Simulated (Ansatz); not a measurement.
Ti in Ansatz: the effect of strain

Crystal: Ti.

```
Ti
1.0
     2.95000    0.00000    0.00000
    -1.47500    2.55477    0.00000
     0.00000    0.00000    4.49280
Ti
2
Direct
  0.66667 0.33333 0.75000
  0.33333 0.66667 0.25000
```

Alike in all runs:

| Item | Value |
| --- | --- |
| Program | Ansatz 0.2.0 |
| Task | single point |
| Functional | PBE |
| Potentials or basis | Ansatz PAW |
| Cutoff | 420 eV (not typed: the program's choice for these potentials) |
| k mesh | 9 × 9 × 5 |
| Occupations | fermi-dirac, width 0.05 eV |
| Spin | no spin polarisation |
| Kind of strain | uniaxial |

| strain | pressure (GPa) |
| --- | --- |
| -0.04 | 3.3 |
| -0.02 | ? |
| -0.01 | -0.5 |
| 0 | -1.6 |
| 0.01 | -2.7 |
| 0.02 | -3.6 |
| 0.04 | -5.4 |

**Question.** What does the run with strain -0.02 give?

**Answer.** Pressure 0.7 GPa.

Worked out: A parabola through the other rows of the pressure, of slope -123 GPa per unit of strain there, gives 0.7 GPa, against the run's 0.7.
